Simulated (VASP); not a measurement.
# Si, forces in the RPA: which settings are enough?

Si, C2/m (no. 12), 2 atoms in the cell. PBE, RPA forces; PAW potentials Si_GW (PBE set). VASP 6.6.1.

Wanted: RPA forces within 0.02 eV/Å.

POSCAR:
```
Si
1.0
    0.0000000000      2.7218511865      2.7218511865
    2.7218511865      0.0000000000      2.7218511865
    2.7218511865      2.7218511865      0.0000000000
Si
2
Direct
    0.4862000000      0.5376000000      0.4665300000
    0.7340580000      0.7975220000      0.7264510000
```

The series start from Plane-wave cutoff ENCUT (eV): 250; k mesh: 2x2x2; Frequency points NOMEGA: 10; FFT grid for exchange (PRECFOCK): Normal; NTAUPAR: by MAXMEM. Each series keeps the choices made before it, and each single choice may use up half of a tolerance. Times cover all steps of a run.

## Plane-wave cutoff ENCUT (eV)

| Plane-wave cutoff ENCUT (eV) | RPA forces, largest deviation (eV/Å) | Time (s) |
|---|---|---|
| 200 | 0.019 | 69 |
| 250 | 0.010 | 92 |
| 300 | 0.004 | 153 |
| 350 (reference) | 0.000 | 161 |

Chosen: 250, the loosest value from which every tighter one stays within half of the tolerance.

## k mesh

| k mesh | RPA forces, largest deviation (eV/Å) | Time (s) |
|---|---|---|
| 1x1x1 | 0.508 | 35 |
| 2x2x2 | 0.084 | 92 |
| 3x3x3 (reference) | 0.000 | 299 |

Chosen: 3x3x3; the next looser run is off by more than half of the tolerance, so convergence isn't shown beyond this value.

## Frequency points NOMEGA

| Frequency points NOMEGA | RPA forces, largest deviation (eV/Å) | Time (s) |
|---|---|---|
| 4 | 0.470 | 103 |
| 6 | 0.030 | 166 |
| 8 | 0.003 | 170 |
| 10 | 0.001 | 299 |
| 14 (reference) | 0.000 | 264 |

Chosen: 8.

## FFT grid for exchange (PRECFOCK)

| FFT grid for exchange (PRECFOCK) | RPA forces, largest deviation (eV/Å) | Time (s) |
|---|---|---|
| Normal | 0.000 | 170 |
| Fast | 0.001 | 76 |

Chosen: Fast, the fastest of those that stay within half of the tolerance.

## NTAUPAR

| NTAUPAR | RPA forces, largest deviation (eV/Å) | Time (s) |
|---|---|---|
| by MAXMEM | 0.000 | 76 |
| 1 | 0.000 | 117 |
| 2 | 0.000 | 105 |

Chosen: by MAXMEM; no other choice that stays within half of the tolerance saves 30 % of the time.

## All choices together

| Input | RPA forces, largest deviation (eV/Å) | Time (s) |
|---|---|---|
| defaults (naive) | 0.085 | 69 |
| chosen settings | 0.004 | 76 |
| reference settings throughout | 0.000 | 620 |

The chosen settings stay within the tolerance of the reference run, but the reference itself isn't shown to be converged in: k mesh.

Values of the reference run: RPA forces: 0.8124, 0.2834, 0.2834, -0.8124, -0.2834, -0.2834 eV/Å.

## The input

INCAR.step1:
```
SYSTEM = Si
ISMEAR = 0
SIGMA = 0.05
EDIFF = 1E-8
PREC = Accurate
LASPH = .TRUE.
LREAL = .FALSE.
LCHARG = .FALSE.
ENCUT = 250
GGA = PE
LWAVE = .TRUE.
ALGO = Normal
```

INCAR.step2:
```
SYSTEM = Si
ISMEAR = 0
SIGMA = 0.05
EDIFF = 1E-8
PREC = Accurate
LASPH = .TRUE.
LREAL = .FALSE.
LCHARG = .FALSE.
ENCUT = 250
GGA = PE
ALGO = RPAR
LRPAFORCE = .TRUE.
LFOCKSTD = .TRUE.
NOMEGA = 8
ISIF = 0
LOPTICS = .TRUE.
PRECFOCK = Fast
LWAVE = .FALSE.
MAXMEM = 3500
```

KPOINTS:
```
Automatic mesh
0
Gamma
  3 3 3
  0 0 0
```

Commands (each step's output is kept before the next begins):
```
cat potpaw_PBE.64/Si_GW/POTCAR > POTCAR
cp INCAR.step1 INCAR
mpirun -np 8 vasp_std > vasp.out
cp INCAR.step2 INCAR
mpirun -np 8 vasp_std > vasp.out
```

The chosen input took VASP 6.6.1 76 s on 8 cores (Intel Xeon Platinum 8488C (Sapphire Rapids)), a shared host.

## An input that fails: ALGO = ACFDT

VASP's message: Currently RPA forces (LRPAFORCES = .TRUE.) can be calculated only with the formalism of euclidean quantum field theory (imaginary time Greens functions). That is, only ALGO = RPAR[K] | G0W0R[K] or similar options are ….

Changes against the starting input:
```
(step 2)
- ALGO = RPAR
+ ALGO = ACFDT
```
